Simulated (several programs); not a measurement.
A 3-atom cell of SnS₂ started from a crystallographic database, relaxed with r2SCAN+rVV10 in Ansatz, was computed with several methods. Space group P-3m1 (No. 164), trigonal; conventional cell a = 3.661 Å, c = 5.962 Å, 23.06 Å³ an atom. Around Sn lie 6 S at 2.57 Å; around S lie 3 Sn at 2.57 Å. Spin-unpolarised throughout.

```cif
data_structure
_symmetry_space_group_name_H-M 'P 1'
_symmetry_Int_Tables_number 1
_cell_length_a 3.6608
_cell_length_b 3.6608
_cell_length_c 5.9618
_cell_angle_alpha 90.000
_cell_angle_beta 90.000
_cell_angle_gamma 120.000
_cell_volume 69.19
loop_
_atom_site_label
_atom_site_type_symbol
_atom_site_fract_x
_atom_site_fract_y
_atom_site_fract_z
_atom_site_occupancy
Sn1 Sn 0.00000 0.00000 0.00000 1
S1 S 0.33333 0.66667 0.24559 1
S2 S 0.66667 0.33333 0.75441 1
```

Gaps and times are for a single point on this cell; volume and bulk modulus come from each method's own relaxation or energy curve at fixed shape, which is too stiff where a cell has free coordinates or axes. Times are rough, from shared hosts (Arm Neoverse N1; Arm Neoverse V2; NVIDIA H100 80GB HBM3), and each method has its own mesh and cell size. A double dagger marks a value from a curve with shape and coordinates held. A star marks a curve whose lowest point is an end point. PM6 (MOPAC), PM7 (MOPAC), GFN1-xTB (tblite), GFN2-xTB (tblite) treat a cluster of cells at its zone centre, which samples few k points: where these miss a band edge, the gap comes out too large for that reason alone. Gaps from k meshes are read at a limited set of points (mesh, symmetry points, PBE's band edges), so each method's own least gap may be somewhat smaller. xTB and the PM methods were fitted mostly to molecules, and can miss a solid's gap by electronvolts. Minimal bases can be far off for gaps. Times of the plane-wave ladder aren't listed, since it ran on unlike processors and cards. Curves at held shape can't give the bulk modulus of a layered or molecular crystal, so none is listed. GLLB-SC's gap includes the derivative discontinuity. G0W0 is at finite bands, cutoff and mesh. d marks a direct gap, i an indirect one (no mark: not told apart), a dash a value that wasn't computed or didn't pass its checks.

| method | kind | gap (eV) | own volume (Å³/atom) | bulk modulus (GPa) | atoms computed | processor time |
| --- | --- | --- | --- | --- | --- | --- |
| PBE-D3(BJ) | semilocal | – | 22.57 | – | 3 | – |
| r2SCAN+rVV10 | semilocal | – | 23.06 | – | 3 | – |
| PBE-D4 | semilocal | – | 22.57 | – | 3 | – |
| light PBE (260 eV and a coarse mesh) | light plane-wave | 1.42 i | – | – | 3 | 0.82 s |
| GFN1-xTB (tblite) | tight binding | 1.56 | 20.85*‡ | – | cluster | 1.9 s |
| PBE | semilocal | 1.43 i | – | – | 3 | – |
| GFN2-xTB (tblite) | tight binding | 0.92 | 23.49‡ | – | cluster | 5.1 s |
| PBE/SZV (CP2K) | small basis | 1.62 i | 24.75‡ | – | 3 | 5.5 s |
| PM7 (MOPAC) | semi-empirical | 6.61 | 23.16‡ | – | cluster | 5.6 s |
| PM6 (MOPAC) | semi-empirical | 6.11 | – | – | cluster | 8.5 s |
| PBE/single zeta (GPAW) | small basis | 1.20 d | – | – | 3 | 10 s |
| r2SCAN | semilocal | 1.75 i | – | – | 3 | – |
| PBE/DZVP (CP2K) | small basis | 1.32 i | 24.50‡ | – | 3 | 11 s |
| LDA | semilocal | 1.24 i | – | – | 3 | – |
| GLLB-SC (GPAW) | model potential | 2.66 | – | – | 3 | 35 s |
| G0W0@PBE0 (180 eV screening cutoff) | many-body | 2.89 | – | – | 3 | – |
| PBE+SOC | semilocal | 1.43 i | – | – | 3 | – |
| G0W0@r2SCAN (180 eV screening cutoff) | many-body | 2.49 | – | – | 3 | – |
| G0W0@HSE06 (180 eV screening cutoff) | many-body | 2.70 | – | – | 3 | – |
| G0W0@PBE (260 eV screening cutoff) | many-body | 2.28 | – | – | 3 | – |
| G0W0@LDA (140 eV screening cutoff) | many-body | 2.17 | – | – | 3 | – |
| LC-ωPBE | hybrid | 7.02 i | – | – | 3 | – |
| HSE06 | hybrid | 2.32 i | – | – | 3 | – |
| PBE0 | hybrid | 3.01 i | – | – | 3 | – |
| r2SCAN0 | hybrid | 3.21 i | – | – | 3 | – |
| DDH-PBE0 | hybrid | 2.27 i | – | – | 3 | – |
| HSE06+SOC | hybrid | 2.32 i | – | – | 3 | – |

Task: How far from the measured values lie the methods that can be set against them?

Result:
- Volume, measured 22.61 Å³ an atom: PBE-D3(BJ) -0.2 %, r2SCAN+rVV10 +2.0 %, PBE-D4 -0.2 %.
The calculations are for a static lattice; samples hold vibrations, temperature and, in optical gaps, excitons. A measured value is shown where most reports agree with it, and only for the quantities listed. Sources: 22.61 Å³ an atom (from the lattice constants; a; 300 K; “Chemical bonding origin of the unexpected isotropic physical properties in thermoelectric Mg3Sb2 and related materials”; literature value quoted from an earlier work; 2018; pmc:6226478).

Only the rows marked +SOC include spin-orbit coupling.
